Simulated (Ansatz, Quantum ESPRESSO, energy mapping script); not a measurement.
# MnO2 monolayer: J from the energies of magnetic orders

Wanted: the magnetic order of MnO2 monolayer, its couplings and an estimate of its ordering temperature, by PBE+U (3.6 eV), QE, GBRV.

Calculated with Quantum ESPRESSO 7.5; PBE with U = 3.6 eV on Mn d, ortho-atomic projectors; plane waves, U on orthogonalised atomic orbitals unless named otherwise, collinear spin, no spin–orbit coupling.

### 1. The starting structure

The cell holds 3 atoms: 1 Mn and 2 O. Its edges and angles: a = 2.857 Å, b = 2.857 Å, c = 16.897 Å, α = 90.0°, β = 90.0°, γ = 120.0°. It derives from MnO2. one layer cut from the bulk crystal, unrelaxed, 15 A of vacuum. Vacuum lies along c.

The cell comes from a database of computed structures, and need not be the one that the compound takes in experiment.

A Hubbard U penalises fractional filling of the shell. It raises the cost of virtual hops to the neighbours, so couplings that rest on such hops usually weaken. These runs use Quantum ESPRESSO.

### 2. Probe run

One run in the crystal's own cell, under PBE with U = 3.2 eV on Mn d, ortho-atomic projectors, Quantum ESPRESSO with GBRV potentials, shows which elements keep a moment. Transition or f elements with 0.3 μB or more enter the spin model; moments induced on other atoms do not.

pw.in reads:

```
&control
  calculation = 'scf'
  prefix = 'pw'
  outdir = './tmp/'
  pseudo_dir = './pseudo/'
  verbosity = 'low'
/
&system
  ibrav = 0
  nat = 3
  ntyp = 2
  ecutwfc = 45
  ecutrho = 360
  nbnd = 24
  occupations = 'smearing'
  smearing = 'fd'
  degauss = 0.00367493
  nspin = 2
  starting_magnetization(1) = 0.3000
/
&electrons
  conv_thr = 7.5e-09
  electron_maxstep = 120
  mixing_beta = 0.3
  mixing_mode = 'plain'
/
ATOMIC_SPECIES
  Mn 54.9380 Mn.upf
  O 15.9990 O.upf
CELL_PARAMETERS angstrom
  2.85687000 0.00000000 0.00000000
  -1.42843500 2.47412200 0.00000000
  0.00000000 0.00000000 16.89689100
ATOMIC_POSITIONS crystal
  Mn 0.00000000 0.00000000 0.50000000
  O 0.66666667 0.33333333 0.55613100
  O 0.33333333 0.66666667 0.44386900
K_POINTS automatic
  10 10 1 0 0 0
HUBBARD {ortho-atomic}
U Mn-3d 3.2
```

Launch:

```
OMP_NUM_THREADS=1 mpirun -n 4 pw.x -nk 4 -in pw.in > pw.out
```

The log of the run:

```text
Program PWSCF v.7.5 starts
[...]
unit-cell volume          =     805.9628 (a.u.)^3
     number of atoms/cell      =            3
[...]
number of electrons       =        27.00
     number of Kohn-Sham states=           24
     kinetic-energy cutoff     =      45.0000  Ry
     charge density cutoff     =     360.0000  Ry
     scf convergence threshold =      7.5E-09
[...]
Exchange-correlation= SLA  PW   PBE  PBE
[...]
Hubbard projectors: ortho-atomic
     Hubbard parameters of DFT+U (Dudarev formulation) in eV:
[...]
atomic species   magnetization
[...]
12 Sym. Ops., with inversion, found
[...]
number of k points=    14  Fermi-Dirac smearing, width (Ry)=  0.0037
[...]
Number of occupied Hubbard levels =    5.0000
     Atomic wfc used for Hubbard projectors are orthogonalized
[...]
iteration #  1     ecut=    45.00 Ry     beta= 0.30
[...]
Number of occupied Hubbard levels =    3.9634
[...]
total energy              =    -275.20898491 Ry
     estimated scf accuracy    <       2.17862679 Ry
     total magnetization       =     3.00 Bohr mag/cell
     absolute magnetization    =     3.41 Bohr mag/cell
     iteration #  2     ecut=    45.00 Ry     beta= 0.30
[...]
total energy              =    -275.60750103 Ry
     estimated scf accuracy    <       0.56324775 Ry
     total magnetization       =     3.00 Bohr mag/cell
     absolute magnetization    =     3.51 Bohr mag/cell
     iteration #  3     ecut=    45.00 Ry     beta= 0.30
[...]
total energy              =    -275.69602739 Ry
     estimated scf accuracy    <       0.07485429 Ry
     total magnetization       =     3.00 Bohr mag/cell
     absolute magnetization    =     3.49 Bohr mag/cell
[...]
total energy              =    -275.72548968 Ry
[...]
iteration # 18     ecut=    45.00 Ry     beta= 0.30
[...]
total energy              =    -275.72548970 Ry
     estimated scf accuracy    <       0.00000003 Ry
     total magnetization       =     3.00 Bohr mag/cell
     absolute magnetization    =     3.40 Bohr mag/cell
     iteration # 19     ecut=    45.00 Ry     beta= 0.30
[...]
Magnetic moment per site  (integrated on atomic sphere of radius R)
     atom   1 (R=0.275)  charge= 11.7239  magn=  2.7419
     atom   2 (R=0.275)  charge=  5.2583  magn= -0.0802
     atom   3 (R=0.275)  charge=  5.2583  magn= -0.0802
     End of self-consistent calculation
     =================== HUBBARD OCCUPATIONS ===================
     ------------------------ ATOM    1 ------------------------
     Tr[ns(  1)] (up, down, total) =   4.08989  0.95775  5.04763
     Atomic magnetic moment for atom   1 =   3.13214
     SPIN  1
     eigenvalues:
       0.556  0.556  0.992  0.993  0.993
     eigenvectors (columns):
       0.000 -0.000 -1.000  0.000 -0.000
      -0.756  0.098 -0.000  0.500  0.410
[...]
occupation matrix ns (before diag.):
[...]
SPIN  2
     eigenvalues:
[...]
eigenvectors (columns):
[...]
occupation matrix ns (before diag.):
[...]
-0.000  0.000 -0.107  0.204  0.000
      -0.000 -0.107 -0.000  0.000  0.204
     Number of occupied Hubbard levels =    5.0476
 ------ SPIN UP ------------
          k = 0.0000 0.0000 0.0000 (  4065 PWs)   bands (ev):
   -85.4291 -54.0785 -54.0560 -54.0560 -22.7789 -20.5357 -10.1780  -9.7439
    -9.7439  -7.3632  -7.3632  -5.0100  -4.6036  -4.6036  -4.3768  -0.6289
    -0.6289   3.1893   3.7087   4.0153   5.4763   5.7581   7.1594   8.1110
          k = 0.0000 0.1155 0.0000 (  4096 PWs)   bands (ev):
[...]
k = 0.0000 0.2309 0.0000 (  4112 PWs)   bands (ev):
[...]
k = 0.0000-0.5774 0.0000 (  4132 PWs)   bands (ev):
[...]
------ SPIN DOWN ----------
[...]
k = 0.0000-0.5774 0.0000 (  4132 PWs)   bands (ev):
[...]
k = 0.2000 0.5774 0.0000 (  4100 PWs)   bands (ev):
[...]
k = 0.3000 0.5196 0.0000 (  4096 PWs)   bands (ev):
[...]
-7.8629  -6.3697  -6.0703  -5.7225  -0.9088  -0.4524  -0.2976   0.7039
     0.7437   9.5369   9.6486  10.6111  11.0266  11.1873  11.3679  12.0088
     the Fermi energy is    -3.0643 ev
!    total energy              =    -275.72548970 Ry
     estimated scf accuracy    <          4.0E-10 Ry
     smearing contrib. (-TS)   =      -0.00000000 Ry
     internal energy E=F+TS    =    -275.72548970 Ry
     The total energy is F=E-TS. E is the sum of the following terms:
     one-electron contribution =   -1488.81372584 Ry
     hartree contribution      =     744.46164293 Ry
     xc contribution           =     -41.10806677 Ry
     ewald contribution        =     509.58964974 Ry
     Hubbard energy            =       0.14501024 Ry
     total magnetization       =     3.00 Bohr mag/cell
     absolute magnetization    =     3.40 Bohr mag/cell
     convergence has been achieved in  19 iterations
=------------------------------------------------------------------------------=
   JOB DONE.
=------------------------------------------------------------------------------=
```

The job ended after 31 s (4 MPI ranks of Arm Neoverse V1, shared host; peak memory 0.68 GiB).

Spin moment in the sphere by atom:

```csv
atom,spin moment in the sphere (μB)
Mn1,2.74
O2,-0.08
O3,-0.08
```

The run ends ferromagnetic; Mn carries the moments.

### 3. Order 1: parallel, cell A of 6 atoms

The parallel order is the zero of energy for this cell and mesh.

The potential files are GBRV's for PBE; pw.x takes the functional from them.

pw.in reads:

```
&control
  calculation = 'scf'
  prefix = 'pw'
  outdir = './tmp/'
  pseudo_dir = './pseudo/'
  verbosity = 'low'
/
&system
  ibrav = 0
  nat = 6
  ntyp = 2
  ecutwfc = 45
  ecutrho = 360
  nbnd = 44
  occupations = 'smearing'
  smearing = 'fd'
  degauss = 0.00367493
  nspin = 2
  starting_magnetization(1) = 0.3000
/
&electrons
  conv_thr = 1.5e-08
  electron_maxstep = 120
  mixing_beta = 0.3
  mixing_mode = 'plain'
/
ATOMIC_SPECIES
  Mn 54.9380 Mn.upf
  O 15.9990 O.upf
CELL_PARAMETERS angstrom
  2.85687000 0.00000000 0.00000000
  -2.85687000 4.94824400 0.00000000
  0.00000000 0.00000000 16.89689100
ATOMIC_POSITIONS crystal
  Mn 0.00000000 0.00000000 0.50000000
  Mn 0.00000000 0.50000000 0.50000000
  O 0.66666667 0.16666667 0.55613100
  O 0.66666667 0.66666667 0.55613100
  O 0.33333333 0.33333333 0.44386900
  O 0.33333333 0.83333333 0.44386900
K_POINTS automatic
  10 5 1 0 0 0
HUBBARD {ortho-atomic}
U Mn-3d 3.6
```

The log of the run:

```text
[banner, memory and clock lines left out]
Program PWSCF v.7.5 starts
[...]
unit-cell volume          =    1611.9256 (a.u.)^3
     number of atoms/cell      =            6
[...]
number of electrons       =        54.00
     number of Kohn-Sham states=           44
     kinetic-energy cutoff     =      45.0000  Ry
     charge density cutoff     =     360.0000  Ry
     scf convergence threshold =      1.5E-08
[...]
Exchange-correlation= SLA  PW   PBE  PBE
[...]
Hubbard projectors: ortho-atomic
     Hubbard parameters of DFT+U (Dudarev formulation) in eV:
[...]
atomic species   magnetization
[...]
4 Sym. Ops., with inversion, found
[...]
number of k points=    18  Fermi-Dirac smearing, width (Ry)=  0.0037
[...]
Number of occupied Hubbard levels =   10.0000
     Atomic wfc used for Hubbard projectors are orthogonalized
[...]
iteration #  1     ecut=    45.00 Ry     beta= 0.30
[...]
Number of occupied Hubbard levels =    7.9478
[...]
total energy              =    -550.41597593 Ry
     estimated scf accuracy    <       4.28829467 Ry
     total magnetization       =     6.00 Bohr mag/cell
     absolute magnetization    =     6.92 Bohr mag/cell
     iteration #  2     ecut=    45.00 Ry     beta= 0.30
[...]
total energy              =    -551.21185204 Ry
     estimated scf accuracy    <       0.95389704 Ry
     total magnetization       =     6.00 Bohr mag/cell
     absolute magnetization    =     7.15 Bohr mag/cell
     iteration #  3     ecut=    45.00 Ry     beta= 0.30
[...]
total energy              =    -551.36482179 Ry
     estimated scf accuracy    <       0.13098511 Ry
     total magnetization       =     6.00 Bohr mag/cell
     absolute magnetization    =     7.07 Bohr mag/cell
     iteration #  4     ecut=    45.00 Ry     beta= 0.30
[...]
total energy              =    -551.38636726 Ry
     estimated scf accuracy    <       0.53366471 Ry
     total magnetization       =     6.00 Bohr mag/cell
     absolute magnetization    =     7.03 Bohr mag/cell
     iteration #  5     ecut=    45.00 Ry     beta= 0.30
[...]
total energy              =    -551.41192657 Ry
     estimated scf accuracy    <       0.03738522 Ry
     total magnetization       =     6.00 Bohr mag/cell
     absolute magnetization    =     7.05 Bohr mag/cell
     iteration #  6     ecut=    45.00 Ry     beta= 0.30
[...]
total energy              =    -551.41458998 Ry
     estimated scf accuracy    <       0.00231555 Ry
     total magnetization       =     6.00 Bohr mag/cell
     absolute magnetization    =     7.01 Bohr mag/cell
     iteration #  7     ecut=    45.00 Ry     beta= 0.30
[...]
total energy              =    -551.41494813 Ry
     estimated scf accuracy    <       0.00020554 Ry
     total magnetization       =     6.00 Bohr mag/cell
     absolute magnetization    =     6.99 Bohr mag/cell
     iteration #  8     ecut=    45.00 Ry     beta= 0.30
[...]
total energy              =    -551.41496851 Ry
     estimated scf accuracy    <       0.00060253 Ry
     total magnetization       =     6.00 Bohr mag/cell
     absolute magnetization    =     6.98 Bohr mag/cell
     iteration #  9     ecut=    45.00 Ry     beta= 0.30
[...]
total energy              =    -551.41491851 Ry
     estimated scf accuracy    <       0.00029028 Ry
     total magnetization       =     6.00 Bohr mag/cell
     absolute magnetization    =     6.97 Bohr mag/cell
     iteration # 10     ecut=    45.00 Ry     beta= 0.30
[...]
total energy              =    -551.41496166 Ry
     estimated scf accuracy    <       0.00001623 Ry
     total magnetization       =     6.00 Bohr mag/cell
     absolute magnetization    =     6.95 Bohr mag/cell
     iteration # 11     ecut=    45.00 Ry     beta= 0.30
[...]
total energy              =    -551.41497292 Ry
     estimated scf accuracy    <       0.00004236 Ry
     total magnetization       =     6.00 Bohr mag/cell
     absolute magnetization    =     6.95 Bohr mag/cell
     iteration # 12     ecut=    45.00 Ry     beta= 0.30
[...]
total energy              =    -551.41497187 Ry
     estimated scf accuracy    <       0.00003498 Ry
     total magnetization       =     6.00 Bohr mag/cell
     absolute magnetization    =     6.94 Bohr mag/cell
     iteration # 13     ecut=    45.00 Ry     beta= 0.30
[...]
total energy              =    -551.41497799 Ry
     estimated scf accuracy    <       0.00000126 Ry
     total magnetization       =     6.00 Bohr mag/cell
     absolute magnetization    =     6.93 Bohr mag/cell
     iteration # 14     ecut=    45.00 Ry     beta= 0.30
[...]
total energy              =    -551.41497834 Ry
[...]
End of self-consistent calculation
     =================== HUBBARD OCCUPATIONS ===================
     ------------------------ ATOM    1 ------------------------
     Tr[ns(  1)] (up, down, total) =   4.10572  0.93388  5.03960
     Atomic magnetic moment for atom   1 =   3.17184
     SPIN  1
     eigenvalues:
       0.563  0.563  0.992  0.994  0.994
     eigenvectors (columns):
       0.000  0.000 -1.000  0.000  0.000
       0.762  0.000  0.000  0.647  0.000
       0.000 -0.762 -0.000  0.000 -0.647
      -0.000  0.647 -0.000  0.000 -0.762
      -0.647 -0.000  0.000  0.762  0.000
     occupation matrix ns (before diag.):
       0.992 -0.000  0.000 -0.000  0.000
      -0.000  0.744 -0.000  0.000  0.212
       0.000 -0.000  0.744  0.212  0.000
      -0.000  0.000  0.212  0.813 -0.000
[...]
SPIN  2
     eigenvalues:
[...]
eigenvectors (columns):
[...]
occupation matrix ns (before diag.):
[...]
------------------------ ATOM    2 ------------------------
     Tr[ns(  2)] (up, down, total) =   4.10573  0.93388  5.03961
     Atomic magnetic moment for atom   2 =   3.17184
     SPIN  1
     eigenvalues:
[...]
eigenvectors (columns):
[...]
occupation matrix ns (before diag.):
[...]
SPIN  2
     eigenvalues:
[...]
eigenvectors (columns):
[...]
occupation matrix ns (before diag.):
       0.098 -0.000 -0.000 -0.000  0.000
      -0.000  0.219 -0.000  0.000 -0.107
      -0.000 -0.000  0.219 -0.107  0.000
      -0.000  0.000 -0.107  0.199 -0.000
       0.000 -0.107  0.000 -0.000  0.199
     Number of occupied Hubbard levels =   10.0792
 ------ SPIN UP ------------
          k = 0.0000 0.0000 0.0000 (  8197 PWs)   bands (ev):
   -85.4740 -85.4559 -54.2589 -54.1363 -54.1229 -54.1000 -54.1000 -54.0967
   -22.7712 -21.2043 -20.9245 -20.5191 -11.1469 -10.3120  -9.8360  -9.8360
    -8.9327  -8.4125  -7.9152  -7.5518  -7.5518  -7.0859  -6.4911  -6.1067
    -5.3967  -5.2566  -4.9914  -4.5867  -4.5867  -4.4573  -1.4672  -0.8388
    -0.6615  -0.6615   3.1928   3.7144   4.0189   5.4816   5.7595   7.1559
     8.0273   8.1135   8.9949   9.0283
          k = 0.0000 0.1155 0.0000 (  8208 PWs)   bands (ev):
   -85.4721 -85.4575 -54.2440 -54.1328 -54.1205 -54.1155 -54.1036 -54.0992
   -22.6387 -21.3731 -20.8889 -20.5572 -10.9300 -10.1763  -9.9140  -9.6927
    -8.8664  -8.5553  -8.3129  -7.7038  -7.6764  -7.6239  -5.9816  -5.5874
    -5.5817  -5.0985  -4.8309  -4.7709  -4.5451  -4.2584  -1.6300  -1.0123
    -0.8696  -0.7364   3.4902   3.9510   4.3071   5.7323   6.0822   6.9789
     7.2678   7.5753   7.9632   8.3600
          k = 0.0000 0.2309 0.0000 (  8218 PWs)   bands (ev):
[...]
6.4193   6.9774   7.4810   8.2098
          k = 0.1000 0.0577 0.0000 (  8203 PWs)   bands (ev):
[...]
7.9460   8.3530   8.3600   9.0359
          k = 0.1000 0.1732 0.0000 (  8219 PWs)   bands (ev):
[...]
6.6952   7.3109   8.2872   8.3282
          k = 0.1000 0.2887 0.0000 (  8218 PWs)   bands (ev):
[...]
7.0797   7.0797   7.7828   7.7828
          k = 0.2000 0.1155 0.0000 (  8218 PWs)   bands (ev):
[...]
7.9032   8.5790   8.7193   9.0615
          k = 0.2000 0.2309 0.0000 (  8227 PWs)   bands (ev):
[...]
7.0963   7.7828   8.1658   8.9798
          k = 0.2000 0.0000 0.0000 (  8197 PWs)   bands (ev):
[...]
8.8383   9.1812   9.6458   9.6504
          k = 0.3000 0.1732 0.0000 (  8212 PWs)   bands (ev):
[...]
8.2098   8.7193   9.6241   9.7453
[...]
k = 0.3000-0.0577 0.0000 (  8205 PWs)   bands (ev):
[...]
k =-0.5000-0.2887 0.0000 (  8264 PWs)   bands (ev):
[...]
k =-0.5000-0.1732 0.0000 (  8214 PWs)   bands (ev):
[...]
k =-0.5000-0.0577 0.0000 (  8212 PWs)   bands (ev):
[...]
------ SPIN DOWN ----------
[...]
k = 0.3000 0.1732 0.0000 (  8212 PWs)   bands (ev):
[...]
k = 0.3000 0.2887 0.0000 (  8244 PWs)   bands (ev):
[...]
k = 0.3000-0.0577 0.0000 (  8205 PWs)   bands (ev):
[...]
k = 0.4000 0.2309 0.0000 (  8219 PWs)   bands (ev):
[...]
k = 0.4000 0.4619 0.0000 (  8222 PWs)   bands (ev):
[...]
9.7108   9.7266  10.1945  10.7278
          k = 0.4000 0.0000 0.0000 (  8214 PWs)   bands (ev):
[...]
9.6483  10.6130  10.7807  10.9458
          k =-0.5000-0.2887 0.0000 (  8264 PWs)   bands (ev):
[...]
9.5272   9.5272   9.9593   9.9593
          k =-0.5000-0.1732 0.0000 (  8214 PWs)   bands (ev):
[...]
9.6675   9.6675  10.1535  10.1536
          k =-0.5000-0.0577 0.0000 (  8212 PWs)   bands (ev):
   -81.7374 -81.7374 -50.6989 -50.6988 -50.6128 -50.6127 -50.3357 -50.3357
   -21.2760 -21.2759 -20.9628 -20.9627  -8.7295  -8.7295  -8.3136  -8.3136
    -7.4215  -7.4215  -6.6215  -6.6214  -6.2443  -6.2443  -5.2183  -5.2183
    -0.6574  -0.6574  -0.4238  -0.4238  -0.1899  -0.1899   0.7303   0.7303
     0.9022   0.9022   7.8919   7.8919   7.9650   7.9650   8.7938   8.7938
     9.7351   9.7351  10.4910  10.4910
     the Fermi energy is    -3.0150 ev
!    total energy              =    -551.41497852 Ry
     estimated scf accuracy    <       0.00000001 Ry
     smearing contrib. (-TS)   =      -0.00000000 Ry
     internal energy E=F+TS    =    -551.41497852 Ry
     The total energy is F=E-TS. E is the sum of the following terms:
     one-electron contribution =   -2977.56898060 Ry
     hartree contribution      =    1488.88162930 Ry
     xc contribution           =     -82.22864888 Ry
     ewald contribution        =    1019.17929948 Ry
     Hubbard energy            =       0.32172218 Ry
     total magnetization       =     6.00 Bohr mag/cell
     absolute magnetization    =     6.93 Bohr mag/cell
     convergence has been achieved in  16 iterations
```

It took 1.9 min on 4 MPI ranks; peak memory 1.5 GiB; 7.7 min of CPU time.

Spin moment in the sphere by atom:

```csv
atom,spin moment in the sphere (μB)
Mn1,2.77
Mn2,2.77
O3,-0.10
O4,-0.10
O5,-0.10
O6,-0.10
```

The run ends ferromagnetic.

[end of part 1 of 3]

[Logs and program files are shortened in this print: banners, set-up blocks, solver, clock and traceback lines can be left out without a mark of their own.]

[Logs are printed without paths, hosts, clocks, repeated set-up lines and the standing remarks that a program may print on its own settings, such as how far it seeks lower states.]

[Hosts, paths, dates, database ids (printed as entryN), source tags and the programs' standing remarks are cut or masked in the printed files.]

[Where a cell is said to come from a database of computed structures, the database is the Materials Project.]
